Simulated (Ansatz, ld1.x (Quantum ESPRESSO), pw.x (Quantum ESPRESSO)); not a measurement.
**From atom to crystal: PAW potential for Ba (Z = 56)**

```
Element                 : barium (Ba)
Generator               : ld1.x (Quantum ESPRESSO) 7.5
Type                    : PAW
Functional              : PBE
Relativity              : scalar-relativistic
Frozen core             : [Kr] 4d10
Valence charge          : 10
Reference configuration : 5s2 5p6 5d0 6s2 6p0
Partial waves           : 5s (bound): rcut 2.10, rcutus 2.40 bohr; 6s (bound): rcut 2.10, rcutus 2.40 bohr; 5p (bound): rcut 3.10, rcutus 3.40 bohr; 6p (bound, empty): rcut 3.10, rcutus 3.40 bohr; 5d (bound, empty): rcut 3.70, rcutus 4.55 bohr; 5d channel at 1.55 Ry: rcut 3.70, rcutus 4.55 bohr
Local potential         : all-electron potential smoothed inside 4.20 bohr (lloc = -1)
Core correction         : none
Augmentation charge     : PSQ, inside the norm-conserving radii
```

Atomic tests: cutoffs needed: 10 Ry and 15 Ry (the cutoffs (Ry, on a coarse ladder) from which the occupation-weighted sum of valence levels, in a spherical-Bessel basis at the reference potential, stays within 10 and 1 mRy of its value at 400 Ry); ghost test: no extra level below or beside the all-electron valence levels (s, p, d, f tested) (spherical-Bessel basis up to 400 Ry, 20 bohr box); configuration tests: test run stopped at test 2 of 7 (negative rho).

Crystal test: diamond Ba in pw.x 7.5, no spin, 8³ k-points, Fermi–Dirac smearing 0.01 Ry, cutoffs 40/320 Ry. The reference is all-electron LAPW (Ansatz 0.2.0) with the same functional, mesh and smearing; V0 and B0 come from Birch–Murnaghan fits to the pressures at five volumes. Errors are pseudo minus all-electron; Δ is the rms difference of the E(V) curves that follow from these fits, minima aligned, over ±6 % about the mean V0. Mesh and smearing are coarse, so the numbers serve the comparison and aren't converged zero-temperature values; the lattice is a test structure that the element need not adopt.

```
V (Å³/atom)  P all-electron (GPa)  P pseudo (GPa)
     54.979                  0.38            5.31
     56.426                  0.16            4.54
     57.873                 -0.01            3.89
     59.320                 -0.13            3.33
     60.767                 -0.22            2.86
```

All-electron: a0 = 7.733 Å (V0 = 57.81 Å³/atom), B0 = 5.8 GPa.

Pseudopotential: mean pressure error (GPa): +3.95. The pressure does not cross zero within the volumes sampled, so no fit is given. The largest radius (4.55 bohr) exceeds half the bond length (3.17 bohr), so the spheres overlap, which is one possible source of error among others. This is a poor potential for the solid. Atomic configuration tests: test run stopped at test 2 of 7 (negative rho).

Q: At the middle volume, how do free energy and pressure move when the wave cutoff is lowered (ecutrho held at 320 Ry)?

A:

```
cutoff (Ry)  shift of F (meV/atom)  shift of P (GPa)
         18                   +4.5             -0.05
         24                   +1.5             -0.00
         32                   +0.3             -0.00
```

The run at the middle volume (29 k-points, 13 iterations) took about 89 s on one core of a shared host (Neoverse-V1, 32 threads, 247 GiB, load 10).
